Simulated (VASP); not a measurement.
ZrH3, 4 atoms in the cell. Symmetry: Pm-3m, No. 221, cubic system. The conventional cell has a = 3.236 Å, b = 3.236 Å, c = 3.236 Å, α = 90.00°, β = 90.00°, γ = 90.00°. Zr (site symmetry m-3m) is surrounded by 12 H at 2.29 Å. H (site symmetry 4/mmm) is surrounded by 4 Zr at 2.29 Å and 8 H at 2.29 Å. The cell comes from a database or a generator and needn't be the stable form of this composition. The cell isn't the ideal one: Hf replaced by Zr, lengths x 1.000, strained and moved within the space group.

- Program: VASP 6.6.1
- Task: single point
- Functional: PBEsol
- Potentials or basis: VASP PAW PBE potentials, release 64 (Zr_sv, H)
- Cutoff: 520 eV
- k mesh: 14 × 14 × 14
- Occupations: gaussian, width 0.1 eV
- Spin: no spin polarisation
- Dipole correction: no
- Further INCAR settings: ALGO = Normal; EDIFF = 1e-06; NBANDS = 16

Potentials or basis: VASP PAW PBE potentials, release 64 (Zr_sv, H).

Launch:

```console
$ cat potpaw_PBE.64/Zr_sv/POTCAR potpaw_PBE.64/H/POTCAR > POTCAR
$ mpirun -np 1 vasp_std > vasp.out
```

Hardware: 1 thread of Intel(R) Xeon(R) Platinum 8259CL CPU @ 2.50GHz (Skylake/Cascade Lake), with other jobs on the host.

**Question.** Estimate the wall time of this run.

**Answer.** Run time: 48 s on 1 thread of Intel(R) Xeon(R) Platinum 8259CL CPU @ 2.50GHz (Skylake/Cascade Lake) (shared host), peak memory 0.18 GiB. Counts: scf iterations 13, k points 120.
